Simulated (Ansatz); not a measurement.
**Al2Ru: straining the crystal, biaxial strain in the a-b plane**

The task here is to estimate one member of a computed series from the others.

Method: DFT r2SCAN, scalar-relativistic, plane waves, PAW, in Ansatz 0.2.0.

2 further runs of the same task are left out: 2 set aside as unsound or not needed.

## Starting point

It takes space group I4/mmm (No. 139, tetragonal). Conventional cell: a = 3.122 Å, b = 3.122 Å, c = 8.445 Å, α = 90.00°, β = 90.00°, γ = 90.00°. Al (site symmetry 4mm) has 5 Ru at 2.58 to 2.88 Å and 5 Al at 2.69 Å in its first shell of neighbours. Ru (site symmetry 4/mmm) has 10 Al at 2.58 to 2.88 Å in its first shell of neighbours.

Coordinates:

```
CELL_PARAMETERS angstrom
3.12182 0.00000 0.00000
0.00000 3.12182 0.00000
0.00000 0.00000 8.44498
ATOMIC_POSITIONS crystal
Al 0.50000 0.50000 0.15909
Al 0.00000 0.00000 0.34091
Al 0.00000 0.00000 0.65909
Al 0.50000 0.50000 0.84091
Ru 0.00000 0.00000 0.00000
Ru 0.50000 0.50000 0.50000
```

It goes back to an entry of the Materials Project, which need not be the stable form.

The unstrained cell was computed beforehand with the same settings: E(σ→0) = -13947.5473 eV for 6 atoms, gap none (metal).

Set-up of the first run:

The input, input.yaml:

```yaml
crystal:
  lattice:
    - [3.0906023046, 0.0, 0.0]
    - [0.0, 3.0906023046, 0.0]
    - [0.0, 0.0, 8.4956533069]
  atoms:
    - { symbol: Al, position: [0.5, 0.5, 0.1590940356] }
    - { symbol: Al, position: [0.0, 0.0, 0.3409059644] }
    - { symbol: Al, position: [0.0, 0.0, 0.6590940356] }
    - { symbol: Al, position: [0.5, 0.5, 0.8409059644] }
    - { symbol: Ru, position: [0.0, 0.0, 0.0] }
    - { symbol: Ru, position: [0.5, 0.5, 0.5] }
basis:
  ecutwfc: 500
kpoints:
  mp_grid: { grid: [12, 12, 4] }
hamiltonian:
  xc: r2scan
scf:
  occupations: { method: gaussian, width: 0.1 }
output:
  forces: true
  stress: true
  eigenvalues: true
relax:
  adjacent_minimum: "off"
  f_tol: 0.008
  max_steps: 40
  cell: { stress_tol: 0.015, fix: [a, b, gamma] }
```

Command:

```console
> ansatz run input.yaml --threads 1 --pin off --max-ram 2560MiB --backend cpu --events-out ev --progress --plain --runs-dir out
```

Among the steps run: Strain -1.0 %; At +1.0 %; The cell strained by -2.0 %; Seeking the band edges at -2.0 %; The cell strained by +2.0 %; Strain -3.0 %; Seeking the band edges at -3.0 %; Strain +3.0 %.

One table of the session follows, with a row left open; its other results are not shown here.

It belongs to the step «Energy, stress and gap against strain». Lengths are those of the vectors of the cell that was run; stresses in GPa:

| strain (%) | ΔE (meV/atom) | a (Å) | b (Å) | c (Å) |
| --- | --- | --- | --- | --- |
| -3.0 | 28.2 | 3.028 | 3.028 | 8.674 |
| -2.0 | ? | ? | ? | ? |
| -1.0 | 3.0 | 3.091 | 3.091 | 8.515 |
| +0.0 | 0.0 | 3.122 | 3.122 | 8.445 |
| +1.0 | 2.9 | 3.153 | 3.153 | 8.381 |
| +2.0 | 11.5 | 3.184 | 3.184 | 8.322 |
| +3.0 | 25.3 | 3.215 | 3.215 | 8.266 |

Q: Estimate the row for strain (%) = -2.0 from the others.

Worked estimate for «ΔE (meV/atom)». A straight line through the neighbours (-3.0, 28.2) and (-1.0, 3.0) gives 28.2 + (3.0 − 28.2) × (-2.0 + 3.0) / (-1.0 + 3.0) = 15.6; a parabola fitted to 3 rows on both sides gives 12.4.

As computed: ΔE (meV/atom): 12.3; a (Å): 3.059; b (Å): 3.059; c (Å): 8.591. In «ΔE (meV/atom)» the line misses by +3.3 and the parabola by +0.1.

ΔE is over the unstrained cell. Stress in GPa, positive in compression, on the Cartesian axes of the input.
